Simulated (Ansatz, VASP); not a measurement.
# Two plane-wave programs on Mo

```
Mo
1.0
    -1.53766    1.53766    1.53766
     1.53766   -1.53766    1.53766
     1.53766    1.53766   -1.53766
Mo
1
Direct
  0.00000 0.00000 0.00000
```

Alike in both runs: functional r2SCAN; k mesh 10 × 10 × 10; occupations gaussian, width 0.1 eV; no spin polarisation.

Ansatz relaxed the structure, and its values are those at the end. VASP's run is a single point on that final structure, the one shown.

|  | VASP | Ansatz |
| --- | --- | --- |
| version | VASP 6.6.1 | Ansatz 0.2.0 |
| potentials or method | VASP PAW PBE potentials, release 64 (Mo_sv) | scalar-relativistic, plane waves, PAW |
| plane-wave cutoff (eV) | 520 | 500 |
| valence electrons in the cell | 14 | 14 |

```tsv
	VASP	Ansatz	Ansatz less VASP
gap on the k mesh at the Fermi level (eV)	none	none	-
pressure (GPa)	23.6	22.0	-1.57
```

A gap of «none» marks a metal or a gap that the smearing closes. With one functional, cell and mesh, what is left measures potentials, basis and numerics.

Caveats: so large a pressure means that the cell lies far from this level's equilibrium, or that cutoff or potentials fall short (VASP); the potentials were made for another functional, which shifts forces and pressure (VASP).
